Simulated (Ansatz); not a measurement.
## Al₃Cu₂ (P-3m1), clamped-ion strain scan

Method: DFT PBEsol, scalar-relativistic, plane waves, PAW in Ansatz. The runs took a 420 eV cutoff, a Γ-centred 12×12×10 mesh and Gaussian smearing (0.15 eV). No spin polarisation. Energies are free energies at this smearing, counted from the undisturbed cell; pressure is positive in compression.

Zero of the scan (relaxed at this level; it needn't be the usual structure):

```
Al Cu
1.0
     4.09859    0.00000    0.00000
    -2.04929    3.54948    0.00000
     0.00000    0.00000    4.98210
Al Cu
3 2
Direct
  0.00000 0.00000 0.00000
  0.33333 0.66667 0.35151
  0.66667 0.33333 0.64849
  0.33333 0.66667 0.84229
  0.66667 0.33333 0.15771
```

The cell is strained by ε times the Voigt pattern (0, 1, 0, 0, 0, 0) (xx, yy, zz, yz, xz, xy; engineering shear) with fractional coordinates fixed. The cell is metallic on the mesh throughout.

```csv
ε,ΔE (meV/atom)
-0.0600,42.6
-0.0450,22.8
-0.0300,9.6
0.0000,0.0
0.0150,2.2
0.0450,17.2
0.0600,28.9
```

Q: Predict the pressure (GPa) at each point.

A:
```tsv
ε	pressure (GPa)
-0.0600	8.6
-0.0450	6.1
-0.0300	3.8
0.0000	0.0
0.0150	-1.6
0.0450	-4.2
0.0600	-5.2
```